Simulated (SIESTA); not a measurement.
Rh:

```
Rh
1.0
     0.00000    1.89785    1.89785
     1.89785    0.00000    1.89785
     1.89785    1.89785    0.00000
Rh
1
Direct
  0.00000 0.00000 0.00000
```

- Program: SIESTA 5.4.2
- Task: single point
- Functional: PBE
- Potentials or basis: PseudoDojo 0.4 standard (PBE files)
- Basis: DZP (energy shift 0.003 Ry; two zetas on semicore shells)
- Grid cutoff: 800 Ry
- Energy shift: 0.003 Ry
- k mesh: 12 × 12 × 12
- Occupations: fermi-dirac, width 0.05 eV
- Spin: no spin polarisation

On this cell: pressure 11.8 GPa; band gap on the k mesh none (metal or under the smearing width).

The same run follows on a disturbed copy (cell strained at random at fixed volume):

```
Rh
1.0
    -0.03933    1.88309    1.96246
     1.90193    0.03281    1.89032
     1.92465    1.83367    0.01009
Rh
1
Direct
  0.00477 0.00350 0.99418
```

Task: What does the disturbed cell give?

Result: The energy (extrapolated to zero smearing) moves by +43.6 meV/atom; pressure 13.0 GPa; band gap on the k mesh none (metal or under the smearing width).

Stress tensor (GPa, compression positive):
```
  8.23   2.13   5.94
  2.13  19.73 -10.61
  5.94 -10.61  10.96
```

Caveats: the basis of atomic orbitals isn't converged, which shifts pressures, moduli and gaps.
